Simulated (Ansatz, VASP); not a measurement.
# One calculation of HfC, two programs

INCAR

```
PREC = Accurate ; ENCUT = 520
EDIFF = 1E-6 ; ISMEAR = -1
SIGMA = 0.15 ; LREAL = F
LASPH = T ; NELM = 100
ALGO = Normal ; ISIF = 2
LWAVE = F ; LCHARG = F
GGA = B5 ; ALDAX = 1.0
AGGAX = 1.0 ; AGGAC = 1.0
ALDAC = 0.0 ; NBANDS = 22
```

The input KPOINTS:

```
Automatic mesh
0
Gamma
  7 7 4
```

The input POSCAR:

```
HfC
1.0
    3.3428660000      0.0000000000      0.0000000000
   -1.6714330000      2.8950070000      0.0000000000
    0.0000000000      0.0000000000      5.2027140000
Hf C
2 2
Direct
    0.6666666667      0.3333333333      0.7500000000
    0.3333333333      0.6666666667      0.2500000000
    0.0000000000      0.0000000000      0.0000000000
    0.0000000000      0.0000000000      0.5000000000
```

Input for Ansatz:

```yaml
crystal:
  lattice:
    - [3.342866, 0.0, 0.0]
    - [-1.671433, 2.895007, 0.0]
    - [0.0, 0.0, 5.202714]
  atoms:
    - { symbol: Hf, position: [0.6666666666666666, 0.3333333333333333, 0.75] }
    - { symbol: Hf, position: [0.33333333333333326, 0.6666666666666666, 0.25] }
    - { symbol: C, position: [0.0, 0.0, 0.0] }
    - { symbol: C, position: [0.0, 0.0, 0.5] }
basis:
  ecutwfc: 557.833418042754
kpoints:
  mp_grid:
    grid: [7, 7, 4]
    shift: [0.0, 0.0, 0.0]
hamiltonian:
  xc: blyp
  pseudopotentials:
    kind: paw
scf:
  occupations:
    method: fermi_dirac
    width: 0.15
output:
  stress: true
```

The cell comes from a database or a generator and needn't be the stable form of this composition.

Alike in both runs: task single point; functional BLYP; k mesh 7 × 7 × 4; occupations fermi-dirac, width 0.15 eV; no spin polarisation.

```csv
,VASP,Ansatz
version,VASP 6.6.1,Ansatz 0.2.0
potentials or method,"VASP PAW PBE potentials, release 64 (Hf_pv, C)","plane waves, PAW"
plane-wave cutoff (eV),520,558
valence electrons in the cell,28,60
```

VASP gave:

```
pressure (GPa)                                  : 6.8
largest component of the traceless stress (GPa) : 5.45
```

Q: Estimate Ansatz's values.

A: Pressure (GPa): 6.7; largest component of the traceless stress (GPa): 5.43.

The functional is the same, so the differences come from potentials, cutoffs and numerics. The two sets of potentials don't hold the same shells in valence.

Caveats: the PAW data sets were made with another functional, which shifts forces and pressure a little (VASP). Spin-orbit coupling is left out, which matters for the levels of Hf.
